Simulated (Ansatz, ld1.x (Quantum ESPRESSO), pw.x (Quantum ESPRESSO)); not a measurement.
# pw.x on diamond W: one setting changed

Potential: norm-conserving RRKJ (Kleinman–Bylander form), ld1.x (Quantum ESPRESSO) 7.5, PBE; core [Xe] 4f14, reference 5d4 6s2 6p0; waves: 6p (bound, empty): rc 2.85 bohr; 5d (bound): rc 2.70 bohr; 5f channel at 0.45 Ry: rc 2.85 bohr; 6s (bound): rc 2.84 bohr; local part: the s channel; core correction: none.

The reference run (k-mesh 8³, cutoffs 35/140 Ry, Fermi–Dirac 0.01 Ry, mixing_beta 0.4, conv_thr 1e-9, no spin) gives -0.88 GPa at 24.840 Å³/atom, where all-electron LAPW gives -0.08 GPa. This run, with its own iteration cap, changes k-mesh points per axis to 2.

```
&control
  calculation='scf', prefix='x', pseudo_dir='./', outdir='./tmp', tstress=.true., disk_io='none'
/
&system
  ibrav=0, nat=2, ntyp=1, ecutwfc=35, ecutrho=140, nbnd=14,
  occupations='smearing', smearing='fd', degauss=0.01
/
&electrons
  conv_thr=1e-09, mixing_beta=0.4, electron_maxstep=70
/
ATOMIC_SPECIES
W 1.0 W.UPF
CELL_PARAMETERS angstrom
  0.00000000 2.91776648 2.91776648
  2.91776648 0.00000000 2.91776648
  2.91776648 2.91776648 0.00000000
ATOMIC_POSITIONS crystal
W 0.0000 0.0000 0.0000
W 0.2500 0.2500 0.2500
K_POINTS automatic
2 2 2 0 0 0
```

```bash
pw.x < W.scf.in > W.scf.out
```

Task: How does the run end?

Result: It converges in 9 iterations; the free energy moves by -317.5 meV/atom and the pressure by -4.48 GPa.

```
Message from routine setup:
     using ibrav=0 with symmetry is DISCOURAGED, use correct ibrav instead
     lattice parameter (alat)  =       7.7977  a.u.
     unit-cell volume          =     335.2573 (a.u.)^3
     number of electrons       =        12.00
     number of Kohn-Sham states=           14
     kinetic-energy cutoff     =      35.0000  Ry
     charge density cutoff     =     140.0000  Ry
     scf convergence threshold =      1.0E-09
     Exchange-correlation= PBE
     number of k points=     3  Fermi-Dirac smearing, width (Ry)=  0.0100
     iteration #  1     ecut=    35.00 Ry     beta= 0.40
     total energy              =     -30.33743685 Ry
     estimated scf accuracy    <       0.08974099 Ry
     iteration #  2     ecut=    35.00 Ry     beta= 0.40
     total energy              =     -30.34124502 Ry
     estimated scf accuracy    <       0.01548680 Ry
     iteration #  3     ecut=    35.00 Ry     beta= 0.40
     total energy              =     -30.34210270 Ry
     estimated scf accuracy    <       0.00210048 Ry
     iteration #  4     ecut=    35.00 Ry     beta= 0.40
     total energy              =     -30.34229741 Ry
     estimated scf accuracy    <       0.00003472 Ry
     iteration #  5     ecut=    35.00 Ry     beta= 0.40
     total energy              =     -30.34231628 Ry
     estimated scf accuracy    <       0.00002534 Ry
     iteration #  6     ecut=    35.00 Ry     beta= 0.40
     total energy              =     -30.34232107 Ry
     estimated scf accuracy    <       0.00000091 Ry
     iteration #  7     ecut=    35.00 Ry     beta= 0.40
     total energy              =     -30.34232134 Ry
     estimated scf accuracy    <       0.00000006 Ry
     iteration #  8     ecut=    35.00 Ry     beta= 0.40
     total energy              =     -30.34232134 Ry
     estimated scf accuracy    <       0.00000001 Ry
     iteration #  9     ecut=    35.00 Ry     beta= 0.40
     the Fermi energy is     7.2146 ev
!    total energy              =     -30.34232134 Ry
     estimated scf accuracy    <          5.3E-10 Ry
     smearing contrib. (-TS)   =      -0.01125721 Ry
     The total energy is F=E-TS. E is the sum of the following terms:
     one-electron contribution =       9.73121890 Ry
     hartree contribution      =       2.92386706 Ry
     xc contribution           =      -7.81522453 Ry
     ewald contribution        =     -35.17092556 Ry
     convergence has been achieved in   9 iterations
          total   stress  (Ry/bohr**3)                   (kbar)     P=      -53.57
     Message from routine punch:
     Nothing written, as per user request (disk_io='none')
```

The run took about 0.9 s on one core of a shared host (Neoverse-V1, 64 threads, 495 GiB, load 18).
